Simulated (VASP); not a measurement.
# ZnSe (F-43m): a series in biaxial strain in the (001) plane

How do the elastic response and the band edges of ZnSe follow biaxial strain in the (001) plane?

Main program and level: VASP 6.6.1; LDA; plane waves and PAW (Zn, Se), in the first sound run; inputs show where later runs differ.

**1. The starting structure**

Symmetry: F-43m, No. 216, cubic system. Conventional cell: a = 5.668 Å, b = 5.668 Å, c = 5.668 Å, α = 90.00°, β = 90.00°, γ = 90.00°. Nearest to Zn lie 4 Se at 2.45 Å. Nearest to Se lie 4 Zn at 2.45 Å. Farther neighbours and most contacts between anions are not listed.

Structure file:

```
Zn Se
1.0
     0.00000    2.83400    2.83400
     2.83400    0.00000    2.83400
     2.83400    2.83400    0.00000
Zn Se
1 1
Direct
  0.00000 0.00000 0.00000
  0.25000 0.25000 0.25000
```

**2. Relax the crystal, LDA**

The series starts from the cell that this level prefers, so that zero strain is near zero stress.

This step took 2 runs in a row; the last is shown.

Level: LDA; plane waves and PAW (Zn, Se).

Contents of INCAR:

```
SYSTEM = ZnSe
PREC = Accurate
ENCUT = 450
EDIFF = 1E-07
NELM = 120
ISMEAR = 0
SIGMA = 0.02
LREAL = .FALSE.
ALGO = Normal
GGA = CA
NBANDS = 15
LASPH = .TRUE.
LORBIT = 11
LWAVE = .FALSE.
LCHARG = .FALSE.
KPAR = 8
IBRION = 2
NSW = 40
ISIF = 3
EDIFFG = -0.005
POTIM = 0.4
```

Contents of POSCAR:

```
ZnSe
1.0
    0.0000000000      2.7878715488      2.7878715488
    2.7878715488      0.0000000000      2.7878715488
    2.7878715488      2.7878715488      0.0000000000
Zn Se
1 1
Direct
    0.0000000000      0.0000000000      0.0000000000
    0.2500000000      0.2500000000      0.2500000000
```

Contents of KPOINTS:

```
Automatic mesh
0
Gamma
9 9 9
0 0 0
```

Potentials, in the order of the species: Zn and Se (LDA family, release 64).

The run is started by

```console
$ mpirun -np 8 vasp_std
```

Output:

```text
[banner, memory and clock lines left out]
running    8 mpi-ranks, on    1 nodes
[...]
|                                                                             |
|           W    W    AA    RRRRR   N    N  II  N    N   GGGG   !!!           |
|           W    W   A  A   R    R  NN   N  II  NN   N  G    G  !!!           |
|           W    W  A    A  R    R  N N  N  II  N N  N  G       !!!           |
|           W WW W  AAAAAA  RRRRR   N  N N  II  N  N N  G  GGG   !            |
|           WW  WW  A    A  R   R   N   NN  II  N   NN  G    G                |
|           W    W  A    A  R    R  N    N  II  N    N   GGGG   !!!           |
|                                                                             |
|     For optimal performance we recommend to set                             |
|       NCORE = 2 up to number-of-cores-per-socket                            |
|     NCORE specifies how many cores store one orbital (NPAR=cpu/NCORE).      |
|     This setting can greatly improve the performance of VASP for DFT.       |
[...]
DAV:  11    -0.737219246226E+01    0.73456E-05   -0.15887E-05  1582   0.644E-02    0.445E-03
DAV:  12    -0.737219250259E+01   -0.40327E-07   -0.25748E-06  1246   0.119E-02    0.120E-03
DAV:  13    -0.737219252543E+01   -0.22841E-07   -0.85883E-08   826   0.260E-03
   1 F= -.73721925E+01 E0= -.73721925E+01  d E =-.737219E+01
[...]
N       E                     dE             d eps       ncg     rms          rms(c)
DAV:   1    -0.737226729211E+01   -0.74790E-04   -0.82086E-04  1295   0.589E-01    0.600E-02
DAV:   2    -0.737220458418E+01    0.62708E-04   -0.19879E-04  1302   0.390E-01    0.219E-02
DAV:   3    -0.737219692450E+01    0.76597E-05   -0.70831E-06  1177   0.297E-02    0.106E-02
DAV:   4    -0.737219484675E+01    0.20777E-05   -0.12279E-06  1344   0.156E-02    0.400E-03
DAV:   5    -0.737219458862E+01    0.25813E-06   -0.22738E-07   846   0.860E-03    0.361E-04
DAV:   6    -0.737219459503E+01   -0.64149E-08   -0.95843E-08   634   0.347E-03
   2 F= -.73721946E+01 E0= -.73721946E+01  d E =-.206960E-05
 trial-energy change:   -0.000002  1 .order   -0.000003   -0.000006    0.000000
 step:   0.8166(harm=  0.9417)  dis= 0.00000  next Energy=    -7.372195 (dE=-0.211E-05)
 reached required accuracy - stopping structural energy minimisation
```

Wall time 4.6 s (8 MPI ranks of Intel Xeon 6975P-C (Granite Rapids), shared host); peak memory 1.2 GiB; 27 s of CPU time.

The logs omit lines about the potential files and the build; timing stands in the text.

Parts of OUTCAR (step 2):

```text
  Total        0.0006529      0.0006529      0.0006529      0.0000000      0.0000000      0.0000000
  in kB        0.0241517      0.0241517      0.0241517      0.0000000      0.0000000      0.0000000
  external PRESSURE =       0.0241517 kB  Pullay stress =       0.0000000 kB

 POSITION                                       TOTAL-FORCE (eV/Angst)
 -----------------------------------------------------------------------------------
      0.00000      2.78730      2.78730        -0.000000     -0.000000     -0.000000
      1.39365      1.39365      1.39365         0.000000      0.000000      0.000000
 -----------------------------------------------------------------------------------
    total drift:                                0.000001      0.000001      0.000001

  FREE ENERGIE OF THE ION-ELECTRON SYSTEM (eV)
  ---------------------------------------------------
  free  energy   TOTEN  =        -7.3721945950 eV

  energy  without entropy=       -7.3721945950  energy(sigma->0) =       -7.37219460

 reached required accuracy - stopping structural energy minimisation

[... 3 further parts left out ...]
[key lines of the parts left out:]
E-fermi :   2.0449
```

Numbers from this step:

| Quantity | Value |
| --- | --- |
| energy(sigma→0) of the program | -7.3722 eV |
| stress, compression positive | xx, yy, zz 0.00, 0.00, 0.00 GPa |
| volume | 43.309 Å³ |
| ionic steps | 2 |

**3. Strain along the normal, LDA**

One member in full: the plane is strained by 0.5 %, and the strain along the normal is moved by secant steps until the normal stress is under 0.012 GPa or five steps are spent; the atoms relax at each step.

This step took 2 runs, each at a new trial strain with the atoms of the one before; the last is shown.

Level: LDA; plane waves and PAW (Zn, Se); cell typed or built by script.

INCAR, as its differences from that of step 2:

```diff
@@ -15,7 +15,7 @@
 LCHARG = .FALSE.
-KPAR = 8
-IBRION = 2
-NSW = 40
-ISIF = 3
-EDIFFG = -0.005
-POTIM = 0.4
+KPAR = 2
+IBRION = 1
+NSW = 25
+ISIF = 2
+EDIFFG = -0.004
+POTIM = 0.3
```

Contents of POSCAR:

```
ZnSe
1.0
    0.0000000000      2.8012405100      2.7701270980
    2.8012405100      0.0000000000      2.7701270980
    2.8012405100      2.8012405100      0.0000000000
Zn Se
1 1
Direct
    0.0000000000      0.0000000000      0.0000000000
    0.2500000000      0.2500000000      0.2500000000
```

KPOINTS is that of step 2.

The run is started by

```console
$ mpirun -np 2 vasp_std
```

Output:

```text
[banner, memory and clock lines left out]
running    2 mpi-ranks, on    1 nodes
[...]
LDA part: xc-table for (Slater(with rela. corr.)+CA(PZ))
 , standard interpolation
 POSCAR, INCAR and KPOINTS ok, starting setup
[...]
entering main loop
       N       E                     dE             d eps       ncg     rms          rms(c)
DAV:   1     0.821886905266E+02    0.82189E+02   -0.82258E+03  2250   0.126E+03
DAV:   2    -0.248559170379E+01   -0.84674E+02   -0.80282E+02  2523   0.247E+02
DAV:   3    -0.763940993985E+01   -0.51538E+01   -0.51344E+01  2733   0.618E+01
DAV:   4    -0.768246858781E+01   -0.43059E-01   -0.43054E-01  2677   0.612E+00
[...]
DAV:  11    -0.737170180225E+01    0.69693E-05   -0.15244E-05  3375   0.628E-02    0.441E-03
DAV:  12    -0.737170184692E+01   -0.44668E-07   -0.24938E-06  2747   0.116E-02    0.120E-03
DAV:  13    -0.737170186927E+01   -0.22352E-07   -0.80323E-08  1825   0.260E-03
   1 F= -.73717019E+01 E0= -.73717019E+01  d E =-.737170E+01
 BRION: g(F)=  0.891E-46 g(S)=  0.000E+00
 reached required accuracy - stopping structural energy minimisation
```

It took 12 s on 2 MPI ranks; peak memory 0.3 GiB; 20 s of CPU time.

OUTCAR, selected parts (step 3):

```text
  Total       -0.1111082     -0.1111082      0.0029496      0.0000000      0.0000000     -0.0000000
  in kB       -4.0947372     -4.0947372      0.1087018      0.0000000      0.0000000     -0.0000000
  external PRESSURE =      -2.6935908 kB  Pullay stress =       0.0000000 kB

 POSITION                                       TOTAL-FORCE (eV/Angst)
 -----------------------------------------------------------------------------------
      0.00000      0.00000      0.00000        -0.000000     -0.000000      0.000000
      1.40062      1.40062      1.38506         0.000000      0.000000     -0.000000
 -----------------------------------------------------------------------------------
    total drift:                                0.000000      0.000000      0.000001

  FREE ENERGIE OF THE ION-ELECTRON SYSTEM (eV)
  ---------------------------------------------------
  free  energy   TOTEN  =        -7.3717018693 eV

  energy  without entropy=       -7.3717018693  energy(sigma->0) =       -7.37170187

[... 1 part as in an earlier step ...]

[... 3 further parts left out ...]
[key lines of the parts left out:]
E-fermi :   2.1145
```

This run gave:

```
energy(sigma→0) of the program : -7.3717 eV
stress, compression positive   : xx, yy, zz -0.41, -0.41, 0.01 GPa
ionic steps                    : 1
```

**4. Band edges, TB-mBJ with spin-orbit coupling**

Short lines in KPOINTS_OPT sample the zone centre along and across the normal of the plane, for masses, and the other valleys.

Level: TB-mBJ, spin-orbit coupling; plane waves and PAW (Zn, Se); cell typed or built by script.

TB-mBJ has no energy functional, so the total energy, stress and pressure in this output mean nothing.

Contents of INCAR:

```
SYSTEM = ZnSe
PREC = Accurate
ENCUT = 450
EDIFF = 1E-06
NELM = 150
ISMEAR = 0
SIGMA = 0.02
LREAL = .FALSE.
ALGO = Normal
METAGGA = MBJ
LASPH = .TRUE.
LNONCOLLINEAR = .TRUE.
MAGMOM = 0 0 0 0 0 0
NBANDS = 28
GGA_COMPAT = .FALSE.
LSORBIT = .TRUE.
LWAVE = .FALSE.
LCHARG = .FALSE.
KPAR = 2
```

POSCAR is that of step 3.

Contents of KPOINTS:

```
Automatic mesh
0
Gamma
7 7 7
0 0 0
```

Contents of KPOINTS_OPT:

```
Line mode
6
Line-mode
Reciprocal
  0.00000000   0.00000000   0.00000000
  0.02204397   0.02204397   0.00000000

  0.00000000   0.00000000   0.00000000
 -0.00000000  -0.02229156  -0.02229156

  0.31000000   0.31000000   0.00000000
  0.50000000   0.50000000   0.00000000

  0.00000000   0.31000000   0.31000000
  0.00000000   0.50000000   0.50000000

  0.45000000   0.45000000   0.45000000
  0.50000000   0.50000000   0.50000000

  0.45000000   0.00000000   0.00000000
  0.50000000   0.00000000   0.00000000

  0.42500000   0.42500000   0.00000000
  0.42500000   0.44729156   0.02229156

  0.50000000   0.50000000   0.50000000
  0.48423748   0.51576252   0.50000000
```

The run is started by

```console
$ mpirun -np 2 vasp_ncl
```

Output:

```text
[banner, memory and clock lines left out]
running    2 mpi-ranks, on    1 nodes
[...]
|                                                                             |
|               ----> ADVICE to this user running VASP <----                  |
|                                                                             |
|     You enforced a specific xc type in the INCAR file but a different       |
|     [... a line on the potential file left out ...]
|     I HOPE YOU KNOW WHAT YOU ARE DOING!                                     |
|                                                                             |

 LDA part: xc-table for (None), standard interpolation
 POSCAR, INCAR and KPOINTS ok, starting setup
[...]
entering main loop
       N       E                     dE             d eps       ncg     rms          rms(c)
DAV:   1     0.721147078245E+02    0.72115E+02   -0.75464E+03  3248   0.133E+03
DAV:   2    -0.356769175972E+02   -0.10779E+03   -0.10233E+03  3284   0.299E+02
DAV:   3    -0.464257498260E+02   -0.10749E+02   -0.10620E+02  3824   0.980E+01
DAV:   4    -0.466557514518E+02   -0.23000E+00   -0.22958E+00  3668   0.141E+01
[...]
DAV:  44    -0.441428103005E+02    0.26208E-05   -0.56786E-12  1656   0.173E-05    0.374E-05
DAV:  45    -0.441428072461E+02    0.30544E-05   -0.29431E-12  1660   0.229E-05    0.351E-05
DAV:  46    -0.441428082117E+02   -0.96560E-06   -0.44481E-12  1652   0.229E-05
   1 F= -.44142808E+02 E0= -.44142808E+02  d E =-.247179E-16  mag=     0.0000    -0.0000     0.0000
 Start KPOINTS_OPT (optional k-point list driver)
k-point batch [1-48\48]
       N       E                     dE             ncg
DAV:   1     0.333127180130E+04   -0.14817E+05     2696
DAV:   2    -0.199015856087E+04   -0.53214E+04     2740
DAV:   3    -0.251121165153E+04   -0.52105E+03     3188
DAV:   4    -0.252044158777E+04   -0.92299E+01     3144
DAV:   5    -0.252049107866E+04   -0.49491E-01     3120
DAV:   6    -0.252049160331E+04   -0.52465E-03     3144
DAV:   7    -0.252049161202E+04   -0.87166E-05     3060
DAV:   8    -0.252049161225E+04   -0.22860E-06     2276
```

Run time: 4.2 min. Hardware: 2 MPI ranks; peak memory 0.69 GiB; 7.3 min of CPU time.

Parts of OUTCAR (step 4):

```text
  LATTYP: Found a body centered tetragonal cell.
 ALAT       =     3.9615523207
 C/A-ratio  =     1.3985058753

 Subroutine GETGRP returns: Found  8 space group operations
 (whereof  8 operations were pure point group operations)

The static configuration has the point symmetry D_2d.

 Found     58 irreducible k-points:

   k-points           NKPTS =     58   k-points in BZ     NKDIM =     58   number of bands    NBANDS=     28

   dimension x,y,z NGX =    28 NGY =   28 NGZ =   28
   dimension x,y,z NGXF=    56 NGYF=   56 NGZF=   56

   ENCUT  =  450.0 eV  33.07 Ry    5.75 a.u.   6.81  6.81  6.85*2*pi/ulx,y,z

   NELECT =      18.0000    total number of electrons

 E-fermi :   2.6858

 k-point     1 :       0.0000    0.0000    0.0000
  band No.  band energies     occupation
    ...
     14       2.2088      1.00000
     15       2.5531      1.00000
     16       2.5531      1.00000
     17       2.5802      1.00000
     18       2.5802      1.00000
     19       5.3992      0.00000
     20       5.3992      0.00000
     21       9.0241      0.00000
     22       9.0241      0.00000
     23       9.1475      0.00000
    ...

 k-point     2 :       0.1429   -0.0000    0.0000
  band No.  band energies     occupation
    ...
     14       1.1509      1.00000
     15       2.1627      1.00000
     16       2.1661      1.00000
     17       2.3765      1.00000
     18       2.3889      1.00000
     19       6.2710      0.00000
     20       6.2714      0.00000
     21       9.1337      0.00000
     22       9.1431      0.00000
     23       9.3874      0.00000
    ...

  Total      -85.7087874    -85.7087874    -85.5370080      0.0000000      0.0000000      0.0000000
  in kB    -3158.6786525  -3158.6786525  -3152.3479610      0.0000000      0.0000000      0.0000000
  external PRESSURE =   -3156.5684220 kB  Pullay stress =       0.0000000 kB

 POSITION                                       TOTAL-FORCE (eV/Angst)
 -----------------------------------------------------------------------------------
      0.00000      0.00000      0.00000        -0.000000     -0.000000     -0.000000
      1.40062      1.40062      1.38506         0.000000      0.000000      0.000000
 -----------------------------------------------------------------------------------
    total drift:                                0.000000      0.000000      0.000002

  FREE ENERGIE OF THE ION-ELECTRON SYSTEM (eV)
  ---------------------------------------------------
  free  energy   TOTEN  =       -44.1428082117 eV

  energy  without entropy=      -44.1428082117  energy(sigma->0) =      -44.14280821

 Spin-Orbit-Coupling matrix elements
 Ion:    1  E_soc:     -0.0079032
 Ion:    2  E_soc:     -0.0337760

[... 1 part as in an earlier step ...]

[... 7 further parts left out ...]
```

**5. Band edges, r2SCAN with spin-orbit coupling**

Short lines in KPOINTS_OPT sample the zone centre along and across the normal of the plane, for masses, and the other valleys.

Level: r2SCAN, spin-orbit coupling; plane waves and PAW (Zn, Se); cell typed or built by script.

INCAR, as its differences from that of step 4:

```diff
@@ -4,3 +4,3 @@
 EDIFF = 1E-06
-NELM = 150
+NELM = 100
 ISMEAR = 0
@@ -9,3 +9,3 @@
 ALGO = Normal
-METAGGA = MBJ
+METAGGA = R2SCAN
 LASPH = .TRUE.
```

POSCAR is that of step 4.

KPOINTS is that of step 4.

KPOINTS_OPT is that of step 4.

The run is started by

```console
$ mpirun -np 2 vasp_ncl
```

Output:

```text
[banner, memory and clock lines left out]
running    2 mpi-ranks, on    1 nodes
[...]
[... a notice as in an earlier step ...]

 LDA part: xc-table for (None), standard interpolation
 POSCAR, INCAR and KPOINTS ok, starting setup
[...]
entering main loop
       N       E                     dE             d eps       ncg     rms          rms(c)
DAV:   1    -0.170607064238E+03   -0.17061E+03   -0.79051E+03  3252   0.138E+03
DAV:   2    -0.282596431812E+03   -0.11199E+03   -0.10656E+03  3304   0.317E+02
DAV:   3    -0.293922780831E+03   -0.11326E+02   -0.11206E+02  3880   0.102E+02
DAV:   4    -0.294145194536E+03   -0.22241E+00   -0.22205E+00  3644   0.145E+01
[...]
DAV:  14    -0.291381982788E+03   -0.17130E-05   -0.25000E-06  3332   0.152E-02    0.567E-03
DAV:  15    -0.291381981188E+03    0.16003E-05   -0.76247E-07  1720   0.252E-02    0.192E-03
DAV:  16    -0.291381980217E+03    0.97152E-06   -0.35946E-07  1660   0.116E-02
   1 F= -.29138198E+03 E0= -.29138198E+03  d E =-.724415E-27  mag=    -0.0000     0.0000    -0.0000
 Start KPOINTS_OPT (optional k-point list driver)
k-point batch [1-48\48]
       N       E                     dE             ncg
DAV:   1     0.264016699744E+04   -0.15509E+05     2696
DAV:   2    -0.280692683687E+04   -0.54471E+04     2724
DAV:   3    -0.335499222211E+04   -0.54807E+03     3216
DAV:   4    -0.336556816785E+04   -0.10576E+02     3172
DAV:   5    -0.336562208224E+04   -0.53914E-01     2972
DAV:   6    -0.336562255936E+04   -0.47711E-03     3140
DAV:   7    -0.336562256520E+04   -0.58424E-05     2740
DAV:   8    -0.336562256536E+04   -0.15944E-06     2352
```

It took 6.3 min on 2 MPI ranks; peak memory 0.68 GiB.

[end of part 1 of 2]

[Lines on the potential files, build, host, timing and source positions are cut from VASP's logs without a mark.]

[Logs are printed without paths, hosts, clocks, repeated set-up lines and the standing remarks that a program may print on its own settings, such as how far it seeks lower states.]

[Hosts, paths, dates, database ids (printed as entryN), source tags and the programs' standing remarks are cut or masked in the printed files.]

[In band tables of VASP the shares of atoms and orbitals are scaled to a sum of 1 inside the atoms' spheres.]
